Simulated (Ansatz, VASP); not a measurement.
## Two plane-wave programs on SiO2

```
Si O
1.0
    -2.47439    2.47439    3.65893
     2.47439   -2.47439    3.65893
     2.47439    2.47439   -3.65893
Si O
2 4
Direct
  0.00000 0.00000 0.00000
  0.75000 0.25000 0.50000
  0.37500 0.22246 0.34746
  0.97246 0.62500 0.84746
  0.77754 0.12500 0.15254
  0.87500 0.02754 0.65254
```

Alike in both runs: functional r2SCAN; k mesh 6 × 6 × 6; occupations gaussian, width 0.02 eV; no spin polarisation.

Ansatz relaxed the structure, and its values are those at the end. VASP's run is a single point on that final structure, the one shown.

|  | VASP | Ansatz |
| --- | --- | --- |
| version | VASP 6.6.1 | Ansatz 0.2.0 |
| potentials or method | VASP PAW PBE potentials, release 64 (Si, O) | scalar-relativistic, plane waves, PAW |
| plane-wave cutoff (eV) | 520 | 500 |
| valence electrons in the cell | 32 | 32 |

|  | VASP | Ansatz | Ansatz less VASP |
| --- | --- | --- | --- |
| gap on the k mesh at the Fermi level (eV) | 6.55 | 6.55 | +0.002 |
| least direct gap on the mesh (eV) | 6.55 | 6.55 | +0.002 |
| pressure (GPa) | 0.2 | 0.0 | -0.17 |

Caveats: the PAW data sets were made with another functional, which shifts forces and pressure a little (VASP). A k mesh can miss the band edges. r2SCAN opens gaps a little over a GGA but as a rule still falls short of measured ones.
